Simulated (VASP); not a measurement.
# KF (Pm-3m) in VASP: equation of state, part 2 of 2

VASP 6.6.1. Earlier steps stand in the parts before.

### Step 3. Equation of state, PBE, 16.61 Å³/atom (volume scaled by 0.96)

The input, INCAR:

```
  PREC = Accurate
  ENCUT = 520
  EDIFF = 1E-7
  ISMEAR = -1
  SIGMA = 0.05
  LREAL = False
  LASPH = True
  NELM = 100
  ALGO = Normal
  ISIF = 2
  LWAVE = False
  LCHARG = False
  GGA = PE
  NBANDS = 15
```

The input, KPOINTS:

```
Automatic mesh
0
Gamma
  8 8 8
```

The input, POSCAR:

```
KF
1.0
    3.2149096683      0.0000000000      0.0000000000
    0.0000000000      3.2149096683      0.0000000000
    0.0000000000      0.0000000000      3.2149096683
K F
1 1
Direct
    0.0000000000      0.0000000000      0.0000000000
    0.5000000000      0.5000000000      0.5000000000
```

Potentials or basis: VASP PAW PBE potentials, release 64 (K_sv, F).

Launch:

```sh
cat potpaw_PBE.64/K_sv/POTCAR potpaw_PBE.64/F/POTCAR > POTCAR
mpirun -np 1 vasp_std > vasp.out
```

OUTCAR:

```text
PREC = Accurate
   ENCUT = 520
   EDIFF = 1E-7
   ISMEAR = -1
   LREAL = False
   LASPH = True
   NELM = 100
   ISIF = 2
   GGA = PE

 ion  position               nearest neighbor table
   1  0.000  0.000  0.000-   2 2.78   2 2.78   2 2.78   2 2.78   2 2.78   2 2.78   2 2.78   2 2.78

   2  0.500  0.500  0.500-   1 2.78   1 2.78   1 2.78   1 2.78   1 2.78   1 2.78   1 2.78   1 2.78

  LATTYP: Found a simple cubic cell.
 ALAT       =     3.2149096683

  Lattice vectors:

 A1 = (   3.2149096683,   0.0000000000,   0.0000000000)
 A2 = (   0.0000000000,   3.2149096683,   0.0000000000)
 A3 = (   0.0000000000,   0.0000000000,   3.2149096683)

Analysis of symmetry for initial positions (statically):
=====================================================================
 Subroutine PRICEL returns:
 Original cell was already a primitive cell.

 Routine SETGRP: Setting up the symmetry group for a
 simple cubic supercell.

 Subroutine GETGRP returns: Found 48 space group operations
 (whereof 48 operations were pure point group operations)
 out of a pool of 48 trial point group operations.

The static configuration has the point symmetry O_h .

Analysis of symmetry for dynamics (positions and initial velocities):
=====================================================================
 Subroutine PRICEL returns:
 Original cell was already a primitive cell.

 Routine SETGRP: Setting up the symmetry group for a
 simple cubic supercell.

 Subroutine GETGRP returns: Found 48 space group operations
 (whereof 48 operations were pure point group operations)
 out of a pool of 48 trial point group operations.

The dynamic configuration has the point symmetry O_h .

 Subroutine INISYM returns: Found 48 space group operations
 (whereof 48 operations are pure point group operations),
 and found     1 'primitive' translations

----------------------------------------------------------------------------------------

                                     Primitive cell

  volume of cell :      33.2282

  direct lattice vectors                    reciprocal lattice vectors
     3.214909668  0.000000000  0.000000000     0.311050730  0.000000000  0.000000000
     0.000000000  3.214909668  0.000000000     0.000000000  0.311050730  0.000000000
     0.000000000  0.000000000  3.214909668     0.000000000  0.000000000  0.311050730

  length of vectors
     3.214909668  3.214909668  3.214909668     0.311050730  0.311050730  0.311050730

  position of ions in fractional coordinates (direct lattice)
     0.000000000  0.000000000  0.000000000
     0.500000000  0.500000000  0.500000000

  ion indices of the primitive-cell ions
   primitive index   ion index
                 1           1
                 2           2

----------------------------------------------------------------------------------------

 KPOINTS: Automatic mesh

Automatic generation of k-mesh.
 Grid dimensions read from file:
 generate k-points for:    8    8    8

 Generating k-lattice:

  Cartesian coordinates                     Fractional coordinates (reciprocal lattice)
     0.038881341  0.000000000  0.000000000     0.125000000  0.000000000  0.000000000
     0.000000000  0.038881341  0.000000000     0.000000000  0.125000000  0.000000000
     0.000000000  0.000000000  0.038881341     0.000000000  0.000000000  0.125000000
[... 50 lines left out ...]
   number of dos      NEDOS =    301   number of ions     NIONS =      2
   total plane-waves  NPLWV =  13824
   dimension x,y,z NGX =    24 NGY =   24 NGZ =   24
   dimension x,y,z NGXF=    48 NGYF=   48 NGZF=   48
   ions per type =               1   1
   NGX,Y,Z   is equivalent  to a cutoff of  12.41, 12.41, 12.41 a.u.
   NGXF,Y,Z  is equivalent  to a cutoff of  24.82, 24.82, 24.82 a.u.
 SYSTEM =  unknown system
   PREC   = accura    normal or accurate (medium, high low for compatibility)
   ISTART =      0    job   : 0-new  1-cont  2-samecut
   ICHARG =      2    charge: 1-file 2-atom 10-const
   ISPIN  =      1    spin polarized calculation?
   LNONCOLLINEAR =      F non collinear calculations
   LSORBIT =      F    spin-orbit coupling
   LASPH  =      T    aspherical Exc in radial PAW
   ENCUT  =  520.0 eV  38.22 Ry    6.18 a.u.   5.98  5.98  5.98*2*pi/ulx,y,z
   NELM   =    100;   NELMIN=  2; NELMDL= -5     # of ELM steps
   EDIFF  = 0.1E-06   stopping-criterion for ELM
   LREAL  =      F    real-space projection
   EDIFFG = 0.1E-05   stopping-criterion for IOM
   NSW    =      0    number of steps for IOM
   IBRION =     -1    ionic relax: 0-MD 1-quasi-New 2-CG
   NFREE  =      0    steps in history (QN), initial steepest desc. (CG)
   ISIF   =      2    stress and relaxation
   ISYM   =      2    0-nonsym 1-usesym 2-fastsym
   POTIM  = 0.5000    time-step for ionic-motion
   TEBEG  =    0.0;   TEEND  =   0.0 temperature during run
   PSTRESS=    0.0 pullay stress
   NELECT =      16.0000    total number of electrons
   NUPDOWN=      -1.0000    fix difference up-down
   EMIN   =  10.00;   EMAX   =-10.00  energy-range for DOS
   EFERMI =   0.00;   METHOD = LEGACY
   ISMEAR =    -1;   SIGMA  =   0.05  broadening in eV -4-tet -1-fermi 0-gaus
   EFERMI_NEDOS =   21; number of points for ismear=-14 and -15
   IALGO  =     38    algorithm
   IMIX   =      4    mixing-type and parameters
     AMIX     =   0.40;   BMIX     =  1.00
     AMIX_MAG =   1.60;   BMIX_MAG =  1.00
  volume/ion in A,a.u.               =      16.61       112.12
  Fermi-wavevector in a.u.,A,eV,Ry     =   1.283156  2.424813 22.401839  1.646489
  Thomas-Fermi vector in A             =   2.415425
   LORBIT       =      0    0 simple, 1 ext, 2 COOP (PROOUT), +10 PAW based schemes
   GGA     = PE    functional components
   LHFCALC =     F    Hartree Fock is set to
   AEXX    =    0.0000 exact exchange contribution
   IVDW    =     0    specifies the selected vdW correction
   LEPSILON=     F    determine dielectric tensor
   LRPA    =     F    only Hartree local field effects (RPA)
 non-spin polarized calculation
  energy-cutoff  :      520.00
  volume of cell :       33.23
 maximum number of plane-waves:       912
 NGX is ok and might be reduce to    24
   NGX = 11   NGY = 11   NGZ = 11

 number of electron      15.9999986 magnetization

 Free energy of the ion-electron system (eV)
  ---------------------------------------------------
  ext. energy  EPLUGINS =         0.00000000
  ---------------------------------------------------
  free energy    TOTEN  =        -8.08541011 eV

  energy without entropy =       -8.08541011  energy(sigma->0) =       -8.08541011

 E-fermi :  -0.7062     XC(G=0):  -9.2236

 val. band max:       -1.9058740051   @ k =   0.5000   0.5000   0.0000
 cond. band min:       4.6379170914   @ k =   0.0000   0.0000   0.0000
 fundamental gap:      6.5437910965
 Fermi energy:        -0.7062102376

 k-point     1 :       0.0000    0.0000    0.0000
  band No.  band energies     occupation
      1     -28.8361      2.00000
      2     -20.8412      2.00000
      3     -11.8157      2.00000
      4     -11.8157      2.00000
      5     -11.8157      2.00000
      6      -1.9509      2.00000
      7      -1.9509      2.00000
      8      -1.9509      2.00000
      9       4.6379      0.00000
     10       6.4316      0.00000
     11       6.4316      0.00000
     12      12.1645      0.00000
     13      12.1645      0.00000
     14      12.1645      0.00000
[... 599 lines left out ...]
      2     -20.6632      2.00000
      3     -12.4455      2.00000
      4     -12.4455      2.00000
      5     -12.4455      2.00000
      6      -3.0097      2.00000
      7      -3.0097      2.00000
      8      -3.0097      2.00000
      9       8.7128      0.00000
     10       8.7128      0.00000
     11       8.7128      0.00000
     12      13.7623      0.00000
     13      13.7623      0.00000
     14      13.7623      0.00000
     15      13.9336      0.00000

------------------------ aborting loop because EDIFF is reached ----------------------------------------

  FORCE on cell =-STRESS in cart. coord.  units (eV):
  Direction    XX          YY          ZZ          XY          YZ          ZX
  --------------------------------------------------------------------------------------
  -------------------------------------------------------------------------------------
  Total        0.3115487      0.3115487      0.3115487     -0.0000000     -0.0000000      0.0000000
  in kB       15.0220861     15.0220861     15.0220861     -0.0000000     -0.0000000      0.0000000
  external PRESSURE =      15.0220861 kB  Pullay stress =       0.0000000 kB

 VOLUME and BASIS-vectors are now :
 -----------------------------------------------------------------------------
  energy-cutoff  :      520.00
  volume of cell :       33.23
      direct lattice vectors                 reciprocal lattice vectors
     3.214909668  0.000000000  0.000000000     0.311050730  0.000000000  0.000000000
     0.000000000  3.214909668  0.000000000     0.000000000  0.311050730  0.000000000
     0.000000000  0.000000000  3.214909668     0.000000000  0.000000000  0.311050730

 POSITION                                       TOTAL-FORCE (eV/Angst)
 -----------------------------------------------------------------------------------
      0.00000      0.00000      0.00000         0.000000      0.000000      0.000000
      1.60745      1.60745      1.60745         0.000000      0.000000      0.000000
 -----------------------------------------------------------------------------------
    total drift:                                0.000000      0.000000     -0.000000

  FREE ENERGIE OF THE ION-ELECTRON SYSTEM (eV)
  ---------------------------------------------------
  free  energy   TOTEN  =        -8.0854101131 eV

  energy  without entropy=       -8.0854101131  energy(sigma->0) =       -8.08541011
```

Run time: 16 s. Hardware: 1 thread of Intel Xeon Platinum 8375C at 2.90GHz (Ice Lake), shared host; peak memory 0.14 GiB.

What came out:

- Free energy: -8.0854 eV
- Pressure: 1.5 GPa
- Band gap on the k mesh: 6.54 eV, indirect (least direct gap 6.59 eV)

### Step 4. Equation of state, PBE, 16.96 Å³/atom (volume scaled by 0.98)

The input, INCAR:

```
  ALGO = Normal
  EDIFF = 1E-7
  ENCUT = 520
  GGA = PE
  ISIF = 2
  ISMEAR = -1
  LASPH = T
  LCHARG = F
  LREAL = F
  LWAVE = F
  NBANDS = 15
  NELM = 60
  PREC = Accurate
  SIGMA = 0.05
```

The input, KPOINTS:

```
k-points
0
Gamma
  8 8 8
```

The input, POSCAR:

```
KF
1.0
    3.2370821598      0.0000000000      0.0000000000
    0.0000000000      3.2370821598      0.0000000000
    0.0000000000      0.0000000000      3.2370821598
K F
1 1
Direct
    0.0000000000      0.0000000000      0.0000000000
    0.5000000000      0.5000000000      0.5000000000
```

Launch:

```sh
cat potpaw_PBE.64/K_sv/POTCAR potpaw_PBE.64/F/POTCAR > POTCAR
mpirun -np 1 vasp_std > vasp.out
```

Wall time 14 s (1 thread of Intel Xeon Platinum 8375C at 2.90GHz (Ice Lake), shared host); peak memory 0.14 GiB.

The run converged. Its results:

| Property | Result |
| --- | --- |
| Free energy | -8.0912 eV |
| Pressure | 0.7 GPa |
| Band gap on the k mesh | 6.40 eV, indirect (least direct gap 6.45 eV) |

### Step 5. Equation of state, PBE, 17.65 Å³/atom (volume scaled by 1.02)

The input, INCAR:

```
PREC     = Accurate       # precision mode
ENCUT    = 520            # plane-wave cutoff, eV
EDIFF    = 1E-7           # SCF threshold, eV
ISMEAR   = -1             # smearing method
SIGMA    = 0.05           # smearing width, eV
LREAL    = False          # projectors in reciprocal space
LASPH    = True           # aspherical terms in the spheres
NELM     = 100            # most SCF steps
ALGO     = Normal         # electronic algorithm
ISIF     = 2              # what is computed and relaxed
LWAVE    = False          # write WAVECAR
LCHARG   = False          # write CHGCAR
GGA      = PE             # functional
NBANDS   = 15             # bands
```

The input, KPOINTS:

```
Automatic mesh
0
Gamma
  8 8 8
```

The input, POSCAR:

```
KF
1.0
    3.2805381124      0.0000000000      0.0000000000
    0.0000000000      3.2805381124      0.0000000000
    0.0000000000      0.0000000000      3.2805381124
K F
1 1
Direct
    0.0000000000      0.0000000000      0.0000000000
    0.5000000000      0.5000000000      0.5000000000
```

Launch:

```sh
cat potpaw_PBE.64/K_sv/POTCAR potpaw_PBE.64/F/POTCAR > POTCAR
mpirun -np 1 vasp_std > vasp.out
```

Run time: 17 s. Hardware: 1 thread of Intel Xeon Platinum 8375C at 2.90GHz (Ice Lake), shared host; peak memory 0.14 GiB.

The run converged. Its results:

| Quantity | Value |
| --- | --- |
| Free energy | -8.0932 eV |
| Pressure | -0.6 GPa |
| Band gap on the k mesh | 6.12 eV, indirect (least direct gap 6.18 eV) |

### Step 6. Equation of state, PBE, 18.00 Å³/atom (volume scaled by 1.04)

The input, INCAR:

```
PREC = Accurate ; ENCUT = 520
EDIFF = 1E-7 ; ISMEAR = -1
SIGMA = 0.05 ; LREAL = F
LASPH = T ; NELM = 60
ALGO = Normal ; ISIF = 2
LWAVE = F ; LCHARG = F
GGA = PE ; NBANDS = 15
```

KPOINTS is that of step 5.

The input, POSCAR:

```
KF
1.0
    3.3018409049      0.0000000000      0.0000000000
    0.0000000000      3.3018409049      0.0000000000
    0.0000000000      0.0000000000      3.3018409049
K F
1 1
Direct
    0.0000000000      0.0000000000      0.0000000000
    0.5000000000      0.5000000000      0.5000000000
```

Potentials or basis: VASP PAW PBE potentials, release 64 (K_sv, F).

Launch:

```sh
cat potpaw_PBE.64/K_sv/POTCAR potpaw_PBE.64/F/POTCAR > POTCAR
mpirun -np 1 vasp_std > vasp.out
```

Run time: 36 s. Hardware: 1 thread of Intel Xeon Platinum 8375C at 2.90GHz (Ice Lake), shared host; peak memory 0.16 GiB.

Results (log left out):

* Free energy: -8.0901 eV
* Pressure: -1.2 GPa
* Band gap on the k mesh: 6.00 eV, indirect (least direct gap 6.05 eV)

### Step 7. Equation of state, PBE, 18.34 Å³/atom (volume scaled by 1.06)

The input, INCAR:

```
PREC = Accurate
ENCUT = 520
EDIFF = 1E-7
ISMEAR = -1
SIGMA = 0.05
LREAL = F
LASPH = T
NELM = 80
ALGO = Normal
ISIF = 2
LWAVE = F
LCHARG = F
GGA = PE
NBANDS = 15
```

The input, KPOINTS:

```
regular mesh
0
Gamma
  8 8 8
```

The input, POSCAR:

```
KF
1.0
    3.3228723057      0.0000000000      0.0000000000
    0.0000000000      3.3228723057      0.0000000000
    0.0000000000      0.0000000000      3.3228723057
K F
1 1
Direct
    0.0000000000      0.0000000000      0.0000000000
    0.5000000000      0.5000000000      0.5000000000
```

Launch:

```sh
cat potpaw_PBE.64/K_sv/POTCAR potpaw_PBE.64/F/POTCAR > POTCAR
mpirun -np 1 vasp_std > vasp.out
```

Wall time 35 s (1 thread of Intel Xeon Platinum 8375C at 2.90GHz (Ice Lake), shared host); peak memory 0.16 GiB.

The run converged. Its results:

| Property | Result |
| --- | --- |
| Free energy | -8.0847 eV |
| Pressure | -1.7 GPa |
| Band gap on the k mesh | 5.88 eV, indirect (least direct gap 5.94 eV) |

### Step 8. Equation of state, PBE

Potentials or basis: VASP PAW PBE potentials, release 64 (K_sv, F).

No new run: the results of the series are fitted here.

Results:

* Equilibrium volume: 17.42 Å³/atom
* Bulk modulus: 33 GPa
* Pressure derivative of the bulk modulus: 4.8

Energy against volume, from the lowest point:
```csv
volume (Å³/atom),energy (meV/atom)
16.268,8.86
16.614,4.12
16.960,1.24
17.306,0.00
17.652,0.23
17.999,1.77
18.345,4.47
```
